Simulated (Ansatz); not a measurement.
Space group Fm-3m (No. 225). a = 5.230 Å, b = 5.230 Å, c = 5.230 Å, α = 90.00°, β = 90.00°, γ = 90.00°
```tsv
atom	site	symmetry	x	y	z
Mg	4a	m-3m	0.0000	0.0000	0.0000
S	4b	m-3m	0.5000	0.0000	0.0000
```

Equation of state of this MgS structure (not necessarily the ground state), with shape and atoms relaxed at each volume where symmetry leaves them free. Computed with DFT PBE, scalar-relativistic, plane waves, PAW (Ansatz 0.2.0).

Cutoff 420 eV; k points 8×8×8 on the computed 2-atom cell (Γ-centred); Gaussian smearing, width 0.02 eV; no spin polarisation.

```json
{"V (Å³/atom)": "15.734", "E − E(largest V) (meV/atom)": "38.72", "P (GPa)": "12.27", "gap on mesh (eV)": "3.02"}
{"V (Å³/atom)": "16.270", "E − E(largest V) (meV/atom)": "4.18", "P (GPa)": "8.46", "gap on mesh (eV)": "2.95"}
{"V (Å³/atom)": "16.806", "E − E(largest V) (meV/atom)": "-18.54", "P (GPa)": "5.20", "gap on mesh (eV)": "2.89"}
{"V (Å³/atom)": "17.343", "E − E(largest V) (meV/atom)": "-31.14", "P (GPa)": "2.40", "gap on mesh (eV)": "2.82"}
{"V (Å³/atom)": "17.879", "E − E(largest V) (meV/atom)": "-35.06", "P (GPa)": "0.00", "gap on mesh (eV)": "2.76"}
{"V (Å³/atom)": "18.415", "E − E(largest V) (meV/atom)": "-31.54", "P (GPa)": "-2.05", "gap on mesh (eV)": "2.69"}
{"V (Å³/atom)": "18.952", "E − E(largest V) (meV/atom)": "-21.63", "P (GPa)": "-3.82", "gap on mesh (eV)": "2.63"}
{"V (Å³/atom)": "19.667", "E − E(largest V) (meV/atom)": "0.00", "P (GPa)": "-5.80", "gap on mesh (eV)": "2.55"}
```

**Question.** Fit a third-order Birch–Murnaghan equation, E = E0 + (9V0B0/16)·[(x − 1)³B0' + (x − 1)²(6 − 4x)] with x = (V0/V)^(2/3), to E(V).

**Answer.** V0 = 17.88 Å³/atom, B0 = 74 GPa, B0' = 4.1.

It was relaxed from a cell as deposited in COD.
